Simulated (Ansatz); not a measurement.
**MnO: moving O off its site**

MnO, Fm-3m, a = 4.444 Å (as given, not relaxed at this level: -0.2 GPa). Ansatz: PBE, PAW, 420 eV, Γ-centred 18×18×18 mesh on 2 atoms, Gaussian smearing 0.15 eV; collinear spin, largest moment 4.0 μB.

```yaml
crystal:
  lattice:
    - [0.00000, 2.22200, 2.22200]
    - [2.22200, 0.00000, 2.22200]
    - [2.22200, 2.22200, 0.00000]
  atoms:
    - { symbol: Mn, position: [0.00000, 0.00000, 0.00000] }
    - { symbol: O, position: [0.50000, 0.50000, 0.50000] }
```

Atom 2 (O) moves by x along the unit vector (0.000, -0.707, -0.707), with its periodic images; all else is held. y is the free energy of the cell over the start, F the force along the path summed over the moved atoms. Symmetry makes y even in x.

```tsv
x (Å)	y (meV)	F (eV/Å)
-0.5000	?	?
-0.2500	105.5	0.82
0.0000	0.0	0.00
0.1250	27.5	-0.43
0.3750	236.5	-1.31
0.4375	328.2	-1.63
```

Problem. Fit y = c2 x² + c4 x⁴ to the energies of the other rows, give the force constant, and predict energy and force of the missing row.

Solution. Least squares on the rows shown. y = 1651.9 x² + 304.30 x⁴. The force constant is 2 c2 = 3.30 eV/Å² (for all images moving together, not for a lone atom). With two atoms in a cubic cell this is the optical mode at Γ (in a metal it hangs on mesh and smearing): ω = 521.5 √(2 c2/μ) = 269 cm⁻¹ for μ = 12.39 u. The force −dy/dx at the missing row is 1.80 eV/Å (computed 1.94). With a term in x⁶ added, the coefficient of x² becomes 1754, 6 % more, which shows how far this figure hangs on the form. At x = -0.5000 the fit asked for gives 432.0 meV. The run gave 439.9 meV, so the fit is 7.9 meV too low, 1.8 % of the span of the series, against an rms of 1.4 meV on the fitted rows. The row lies outside the fitted range. With a term in x⁶ added, a fit to the same known rows predicts 448.3 meV, which misses by about as much or more on the other side: the known rows don't fix the higher terms.

The cell holds one magnetic atom, so it can only be ferromagnetic; an antiferromagnetic order may lie lower.